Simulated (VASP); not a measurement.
# BP (F-43m) in VASP: notebook

Runs on BP. Level: PBE. Tasks: G0W0 quasiparticle levels.

Everything below comes from runs of VASP 6.6.1. Logs are shortened: lines on timing, memory, paths and dates and some standing lists are left out, and cuts for length are marked.

## 1. The structure

Symmetry: F-43m, No. 216, cubic system. Conventional cell: a = 4.538 Å, b = 4.538 Å, c = 4.538 Å, α = 90.00°, β = 90.00°, γ = 90.00°. P (site symmetry -43m) has 4 B at 1.97 Å as nearest neighbours. B (site symmetry -43m) has 4 P at 1.97 Å as nearest neighbours.

## 2. G0W0 quasiparticle levels, PBE

File POSCAR:

```
BP
1.0
    0.0000000000      2.2690000000      2.2690000000
    2.2690000000      0.0000000000      2.2690000000
    2.2690000000      2.2690000000      0.0000000000
P B
1 1
Direct
    0.7500000000      0.7500000000      0.7500000000
    0.0000000000      0.0000000000      0.0000000000
```

File INCAR.step1:

```
PREC = Accurate ; ENCUT = 450
EDIFF = 1E-8 ; ISMEAR = 0
SIGMA = 0.01 ; LREAL = False
LASPH = True ; NELM = 80
ALGO = Normal ; LWAVE = True
LCHARG = False ; GGA = PE
```

File INCAR.step2:

```
PREC = Accurate ; ENCUT = 450
EDIFF = 1E-8 ; ISMEAR = 0
SIGMA = 0.01 ; LREAL = False
LASPH = True ; NELM = 1
ALGO = Exact ; LWAVE = True
LCHARG = False ; GGA = PE
NBANDS = 32 ; LOPTICS = True
ISTART = 1
```

File INCAR.step3:

```
PREC = Accurate ; ENCUT = 450
EDIFF = 1E-8 ; ISMEAR = 0
SIGMA = 0.01 ; LREAL = False
LASPH = True ; ALGO = EVGW0
LWAVE = False ; LCHARG = False
GGA = PE ; NELMGW = 1
NBANDS = 32 ; ENCUTGW = 150
NOMEGA = 48 ; PRECFOCK = Fast
ISTART = 1 ; NBANDSGW = 12
```

File KPOINTS:

```
Automatic mesh
0
Gamma
  2 2 2
```

Potentials or basis: VASP PAW PBE potentials, release 64 (P_GW, B_GW).

Started as:

```
$ cat potpaw_PBE.64/P_GW/POTCAR potpaw_PBE.64/B_GW/POTCAR > POTCAR
$ cp INCAR.step1 INCAR
$ mpirun -np 1 vasp_std > vasp.out
$ cp INCAR.step2 INCAR
$ mpirun -np 1 vasp_std > vasp.out
$ cp INCAR.step3 INCAR
$ mpirun -np 1 vasp_std > vasp.out
```

OUTCAR:

```text
PREC = Accurate
   ENCUT = 450
   EDIFF = 1E-8
   ISMEAR = 0
   LREAL = False
   LASPH = True
   GGA = PE
   NELMGW = 1
   ENCUTGW = 150
   PRECFOCK = Fast
   ISTART = 1

 Found      3 irreducible k-points:

 Following reciprocal coordinates:
            Coordinates               Weight
  0.000000  0.000000  0.000000      1.000000
  0.500000  0.000000  0.000000      4.000000
  0.500000  0.500000  0.000000      3.000000
   k-points           NKPTS =      3   k-points in BZ     NKDIM =      8   number of bands    NBANDS=     32
   number of dos      NEDOS =    301   number of ions     NIONS =      2
   total plane-waves  NPLWV =  13824
   dimension x,y,z NGX =    24 NGY =   24 NGZ =   24
   dimension x,y,z NGXF=    48 NGYF=   48 NGZF=   48
   ions per type =               1   1
   NGX,Y,Z   is equivalent  to a cutoff of  12.43, 12.43, 12.43 a.u.
   NGXF,Y,Z  is equivalent  to a cutoff of  24.87, 24.87, 24.87 a.u.
 SYSTEM =  unknown system
   PREC   = accura    normal or accurate (medium, high low for compatibility)
   ISTART =      1    job   : 0-new  1-cont  2-samecut
   ICHARG =      0    charge: 1-file 2-atom 10-const
   ISPIN  =      1    spin polarized calculation?
   LNONCOLLINEAR =      F non collinear calculations
   LSORBIT =      F    spin-orbit coupling
   LASPH  =      T    aspherical Exc in radial PAW
   ENCUT  =  450.0 eV  33.07 Ry    5.75 a.u.   5.55  5.55  5.55*2*pi/ulx,y,z
   NELM   =     60;   NELMIN=  2; NELMDL=  0     # of ELM steps
   EDIFF  = 0.1E-07   stopping-criterion for ELM
   LREAL  =      F    real-space projection
   EDIFFG = 0.1E-06   stopping-criterion for IOM
   NSW    =      0    number of steps for IOM
   IBRION =     -1    ionic relax: 0-MD 1-quasi-New 2-CG
   NFREE  =      0    steps in history (QN), initial steepest desc. (CG)
   ISIF   =      0    stress and relaxation
   ISYM   =      3    0-nonsym 1-usesym 2-fastsym
   POTIM  = 0.5000    time-step for ionic-motion
   TEBEG  =    0.0;   TEEND  =   0.0 temperature during run
   PSTRESS=    0.0 pullay stress
   NELECT =       8.0000    total number of electrons
   NUPDOWN=      -1.0000    fix difference up-down
   EMIN   =  10.00;   EMAX   =-10.00  energy-range for DOS
   EFERMI =   0.00;   METHOD = LEGACY
   ISMEAR =     0;   SIGMA  =   0.01  broadening in eV -4-tet -1-fermi 0-gaus
   EFERMI_NEDOS =   21; number of points for ismear=-14 and -15
   IALGO  =     38    algorithm
   IMIX   =      4    mixing-type and parameters
     AMIX     =   0.40;   BMIX     =  1.00
     AMIX_MAG =   1.60;   BMIX_MAG =  1.00
  volume/ion in A,a.u.               =      11.68        78.83
  Fermi-wavevector in a.u.,A,eV,Ry     =   1.145320  2.164342 17.847562  1.311759
  Thomas-Fermi vector in A             =   2.282009
   LORBIT       =      0    0 simple, 1 ext, 2 COOP (PROOUT), +10 PAW based schemes
   GGA     = PE    functional components
   LHFCALC =     T    Hartree Fock is set to
   PRECFOCK=fast      Normal, Fast or Accurate (Low or Medium for compatibility)
   ENCUT4O =  -1.0   cutoff for four orbital integrals eV
   NKREDX  =     1    reduce k-point grid by
   NKREDY  =     1    reduce k-point grid by
   NKREDZ  =     1    reduce k-point grid by
   AEXX    =    1.0000 exact exchange contribution
   HFSCREEN=    0.0000 screening length (either q_TF or 0.3 A-1)
   HFSCREENC=   0.0000 screening length for correlation (either q_TF or 0.3 A-1)
   ENCUTFOCK=  -1.0 apply spherical cutoff to Coloumb kernel
   IVDW    =     0    specifies the selected vdW correction
   LEPSILON=     F    determine dielectric tensor
   LRPA    =     F    only Hartree local field effects (RPA)
   LRPAFORCE           =     F    calculate RPA forces
   ENCUTGW             = 150.0    cutoff for response function in eV
   ENCUTGWSOFT         = 120.0    soft cutoff for Coulomb kernel in GW response function in eV
   ENCUTLF             =  -1.0    cutoff for local field effects
   NELMGW              =     1    number of iterations in solving QP/BSE equation
   NELMHF              =     1    number of iterations in the inner HF iteration
   NKREDLFX            =     1    NKREDLFY  =   1   NKREDLFZ  =   1
 non-spin polarized calculation
 Gauss-broadening in eV      SIGMA  =   0.01
  energy-cutoff  :      450.00
  volume of cell :       23.36
 maximum number of plane-waves:       531
 NGX is ok and might be reduce to    24
  NGX = 14; NGY = 14; NGZ = 14
   NGX = 11   NGY = 11   NGZ = 11
 maximum number of plane-waves:       113
 NGX is ok and might be reduce to    14

 QP shifts <psi_nk| G(iteration)W_0 |psi_nk>: iteration 1
 for sc-GW calculations column KS-energies equals QP-energies in previous step
 and V_xc(KS)=  KS-energies - (<T + V_ion + V_H > + <T+V_H+V_ion>^1  + <V_x>^1)

 k-point   1 :       0.0000    0.0000    0.0000
  band No.  KS-energies  QP-energies   sigma(KS)   V_xc(KS)     V^pw_x(r,r')   Z            occupation Imag(sigma)

      1      -8.1016      -8.8532     -13.0319     -12.0042     -20.2184       0.7313       2.0000       1.3118
      2       7.4819       7.2468     -13.6909     -13.3950     -16.7941       0.7946       2.0000       0.0914
      3       7.4819       7.2468     -13.6909     -13.3950     -16.7941       0.7946       2.0000       0.0914
      4       7.4819       7.2468     -13.6909     -13.3950     -16.7941       0.7946       2.0000       0.0914
      5      10.7369      11.3412     -11.2233     -12.0017      -6.0463       0.7762       0.0000      -0.1233
      6      10.7369      11.3412     -11.2233     -12.0017      -6.0463       0.7762       0.0000      -0.1233
      7      10.7369      11.3412     -11.2233     -12.0017      -6.0463       0.7762       0.0000      -0.1233
      8      14.8668      15.5248     -11.8903     -12.6809      -5.3503       0.8321       0.0000      -0.4298
      9      18.8791      18.7904      -9.2499      -9.1350      -3.0250       0.7715       0.0000      -0.4184
     10      19.2975      20.1747     -10.5766     -11.7262      -4.7559       0.7632       0.0000      -0.2105
     11      19.2975      20.1747     -10.5766     -11.7262      -4.7559       0.7632       0.0000      -0.2105
     12      22.9348      23.2542      -9.3088      -9.6839      -2.5384       0.8516       0.0000      -0.8203

 k-point   2 :       0.5000    0.0000    0.0000
  band No.  KS-energies  QP-energies   sigma(KS)   V_xc(KS)     V^pw_x(r,r')   Z            occupation Imag(sigma)

      1      -4.7519      -5.3819     -13.4717     -12.5989     -19.5671       0.7218       2.0000       0.8018
      2      -1.6732      -2.4351     -12.5666     -11.6756     -17.1046       0.8551       2.0000       0.6505
      3       5.6876       5.3994     -13.4584     -13.0884     -16.7599       0.7791       2.0000       0.1163
      4       5.6876       5.3994     -13.4584     -13.0884     -16.7599       0.7791       2.0000       0.1163
      5      11.1825      11.6937     -11.3916     -12.0329      -6.0650       0.7970       0.0000      -0.1322
      6      12.0189      12.6220     -10.7188     -11.4736      -5.4194       0.7990       0.0000      -0.1672
      7      12.0189      12.6220     -10.7188     -11.4736      -5.4194       0.7990       0.0000      -0.1672
      8      17.4880      17.6289      -9.6331      -9.8053      -3.1560       0.8180       0.0000      -0.5036
      9      21.8227      22.8061     -10.6102     -11.8971      -4.1836       0.7642       0.0000      -0.5291
     10      21.8227      22.8061     -10.6102     -11.8971      -4.1836       0.7642       0.0000      -0.5291
     11      22.3135      22.8876     -10.0540     -10.7758      -3.6183       0.7955       0.0000      -0.4898
     12      24.7575      25.6456     -10.7073     -11.8009      -4.1294       0.8121       0.0000      -0.7591

 k-point   3 :       0.5000    0.5000    0.0000
  band No.  KS-energies  QP-energies   sigma(KS)   V_xc(KS)     V^pw_x(r,r')   Z            occupation Imag(sigma)

      1      -3.2227      -3.7677     -13.3818     -12.6978     -18.9795       0.7967       2.0000       0.7474
      2      -1.1766      -1.8484     -13.2882     -12.3547     -18.0233       0.7197       2.0000       0.5248
      3       3.2822       2.9157     -12.9750     -12.5003     -16.6434       0.7720       2.0000       0.1837
      4       3.2822       2.9157     -12.9750     -12.5003     -16.6434       0.7720       2.0000       0.1837
      5       8.6345       8.8868     -10.3225     -10.6399      -5.3861       0.7949       0.0000      -0.1059
      6       8.9783       9.2216     -10.1419     -10.4473      -5.1542       0.7967       0.0000      -0.1026
      7      19.5348      20.6133     -11.4131     -12.8193      -4.7157       0.7669       0.0000      -0.5164
      8      19.5348      20.6133     -11.4131     -12.8193      -4.7157       0.7669       0.0000      -0.5164
      9      22.7978      23.8575     -11.0193     -12.3462      -4.1689       0.7986       0.0000      -0.5730
     10      23.7795      24.8073     -10.7287     -12.1174      -4.0126       0.7401       0.0000      -0.5843
     11      25.2413      26.2337     -11.1575     -12.3702      -4.7589       0.8184       0.0000      -0.6658
     12      25.2413      26.2337     -11.1575     -12.3702      -4.7589       0.8184       0.0000      -0.6658
```

It took 10 s on 1 thread of Intel Xeon Platinum 8375C at 2.90GHz (Ice Lake), shared host; peak memory 0.16 GiB.

These settings aren't checked as converged: the numbers below hold their error.

What came out:

| Quantity | Value |
| --- | --- |
| Band gap on the k mesh, mean-field level | 1.15 eV, indirect (least direct gap 3.25 eV) |
| Quasiparticle gap | 1.64 eV |
| Least direct quasiparticle gap | 4.09 eV |

Caveat: the k mesh is coarse (spacing up to 1.20 Å⁻¹), so the values aren't converged; bands, screening cutoff and mesh are small and nothing is extrapolated, so the quasiparticle values aren't converged.

## 3. G0W0 quasiparticle levels, PBE

POSCAR is that of step 2.

INCAR.step1 is that of step 2.

INCAR.step2: that of step 2 with these lines changed.

```diff
@@ -6,3 +6,3 @@
 LCHARG = False ; GGA = PE
-NBANDS = 32 ; LOPTICS = True
+NBANDS = 18 ; LOPTICS = True
 ISTART = 1
```

INCAR.step3: that of step 2 with these lines changed.

```diff
@@ -6,3 +6,3 @@
 GGA = PE ; NELMGW = 1
-NBANDS = 32 ; ENCUTGW = 150
+NBANDS = 18 ; ENCUTGW = 150
 NOMEGA = 48 ; PRECFOCK = Fast
```

File KPOINTS:

```
Automatic mesh
0
Gamma
  3 3 3
```

Potentials or basis: VASP PAW PBE potentials, release 64 (P_GW, B_GW).

Started as:

```
$ cat potpaw_PBE.64/P_GW/POTCAR potpaw_PBE.64/B_GW/POTCAR > POTCAR
$ cp INCAR.step1 INCAR
$ mpirun -np 1 vasp_std > vasp.out
$ cp INCAR.step2 INCAR
$ mpirun -np 1 vasp_std > vasp.out
$ cp INCAR.step3 INCAR
$ mpirun -np 1 vasp_std > vasp.out
```

OUTCAR:

```text
PREC = Accurate
   ENCUT = 450
   EDIFF = 1E-8
   ISMEAR = 0
   LREAL = False
   LASPH = True
   GGA = PE
   NELMGW = 1
   ENCUTGW = 150
   PRECFOCK = Fast
   ISTART = 1

 Found      4 irreducible k-points:

 Following reciprocal coordinates:
            Coordinates               Weight
  0.000000  0.000000  0.000000      1.000000
  0.333333  0.000000  0.000000      8.000000
  0.333333  0.333333  0.000000      6.000000
 -0.333333  0.333333  0.000000     12.000000
   k-points           NKPTS =      4   k-points in BZ     NKDIM =     27   number of bands    NBANDS=     18
   number of dos      NEDOS =    301   number of ions     NIONS =      2
   total plane-waves  NPLWV =  13824
   dimension x,y,z NGX =    24 NGY =   24 NGZ =   24
   dimension x,y,z NGXF=    48 NGYF=   48 NGZF=   48
   ions per type =               1   1
   NGX,Y,Z   is equivalent  to a cutoff of  12.43, 12.43, 12.43 a.u.
   NGXF,Y,Z  is equivalent  to a cutoff of  24.87, 24.87, 24.87 a.u.
 SYSTEM =  unknown system
   PREC   = accura    normal or accurate (medium, high low for compatibility)
   ISTART =      1    job   : 0-new  1-cont  2-samecut
   ICHARG =      0    charge: 1-file 2-atom 10-const
[... 54 lines left out ...]
  energy-cutoff  :      450.00
  volume of cell :       23.36
 maximum number of plane-waves:       531
 NGX is ok and might be reduce to    24
  NGX = 14; NGY = 14; NGZ = 14
   NGX = 11   NGY = 11   NGZ = 11
 maximum number of plane-waves:       113
 NGX is ok and might be reduce to    14

 QP shifts <psi_nk| G(iteration)W_0 |psi_nk>: iteration 1
 for sc-GW calculations column KS-energies equals QP-energies in previous step
 and V_xc(KS)=  KS-energies - (<T + V_ion + V_H > + <T+V_H+V_ion>^1  + <V_x>^1)

 k-point   1 :       0.0000    0.0000    0.0000
  band No.  KS-energies  QP-energies   sigma(KS)   V_xc(KS)     V^pw_x(r,r')   Z            occupation Imag(sigma)

      1      -8.2562      -8.6112     -12.5300     -12.0443     -20.4104       0.7309       2.0000       1.5861
      2       7.2423       7.4505     -13.0699     -13.3323     -15.6940       0.7936       2.0000       0.0989
      3       7.2423       7.4505     -13.0699     -13.3323     -15.6940       0.7936       2.0000       0.0989
      4       7.2423       7.4505     -13.0699     -13.3323     -15.6940       0.7936       2.0000       0.0989
      5      10.5996      11.6635     -10.7009     -12.0587      -6.6990       0.7835       0.0000      -0.1017
      6      10.5996      11.6635     -10.7009     -12.0587      -6.6990       0.7835       0.0000      -0.1017
      7      10.5996      11.6635     -10.7009     -12.0587      -6.6990       0.7835       0.0000      -0.1017
      8      14.6211      15.7435     -11.2817     -12.7388      -5.8616       0.7703       0.0000      -0.2688
      9      18.7364      19.2888      -8.6486      -9.3455      -3.2088       0.7926       0.0000      -0.4080
     10      19.2001      20.6720      -9.8542     -11.7529      -4.8887       0.7752       0.0000      -0.2833
     11      19.2001      20.6720      -9.8542     -11.7529      -4.8887       0.7752       0.0000      -0.2833
     12      22.8563      23.9069      -8.5501      -9.8669      -2.7229       0.7978       0.0000      -0.8035
[... 36 lines left out ...]
      1      -3.8247      -4.0644     -13.0368     -12.7142     -19.3027       0.7428       2.0000       0.7955
      2      -0.6121      -0.9062     -12.9052     -12.5124     -17.8964       0.7487       2.0000       0.4650
      3       0.8718       0.6497     -11.9211     -11.6314     -15.7545       0.7663       2.0000       0.2558
      4       4.1665       4.1443     -12.7232     -12.6946     -16.0028       0.7754       2.0000       0.1494
      5       9.8351      10.6502      -9.8881     -10.9091      -5.8143       0.7983       0.0000      -0.0952
      6      15.4335      16.5540     -10.1592     -11.5956      -5.2861       0.7801       0.0000      -0.2356
      7      15.7422      17.1191     -10.5707     -12.3392      -5.3371       0.7785       0.0000      -0.3058
      8      16.9753      18.2575     -10.8103     -12.4877      -5.3046       0.7644       0.0000      -0.3497
      9      17.6280      18.9152     -10.4736     -12.1376      -5.1107       0.7736       0.0000      -0.3455
     10      18.8698      20.1622      -9.7431     -11.3649      -4.7725       0.7969       0.0000      -0.3659
     11      25.9044      27.3798     -10.1306     -12.0791      -3.4867       0.7572       0.0000      -0.9666
     12      27.2862      28.5338      -8.5674     -10.1504      -2.6179       0.7881       0.0000      -1.0052
```

OUTCAR.step2:

```text
PREC = Accurate
   ENCUT = 450
   EDIFF = 1E-8
   ISMEAR = 0
   LREAL = False
[... 518 lines left out ...]
     0.00000    18.78421    18.78421    18.78421    -0.00000    -0.00000     0.00000
     0.55115    19.01931    19.01931    19.01931    -0.00000    -0.00000     0.00000
     1.10230    19.78505    19.78505    19.78505    -0.00000    -0.00000     0.00000
     1.65345    21.28298    21.28298    21.28298    -0.00000    -0.00000     0.00000
     2.20460    24.09755    24.09755    24.09755    -0.00000    -0.00000     0.00000
     2.75575    30.54040    30.54040    30.54040    -0.00000    -0.00000     0.00000
[... 92 lines left out ...]
    54.01279     0.79179     0.79179     0.79179     0.00000     0.00000    -0.00000
    54.56395     0.79617     0.79617     0.79617     0.00000     0.00000    -0.00000
```

It took 13 s on 1 thread of Intel Xeon Platinum 8375C at 2.90GHz (Ice Lake), shared host; peak memory 0.16 GiB.

The run converged, but some of its settings lie outside the range that counts as converged, so its numbers aren't taken as properties of the crystal.

Results:

| Property | Result |
| --- | --- |
| Band gap on the k mesh, mean-field level | 1.34 eV, indirect (least direct gap 3.36 eV) |
| Quasiparticle gap | 1.90 eV |
| Least direct quasiparticle gap | 4.21 eV |

Caveat: the k mesh is coarse (spacing up to 0.80 Å⁻¹), so the values aren't converged; bands, screening cutoff and mesh are small and nothing is extrapolated, so the quasiparticle values aren't converged; an odd mesh through Γ misses points on the zone boundary, where band edges often lie.

(Part 1 of 3 ends here.)
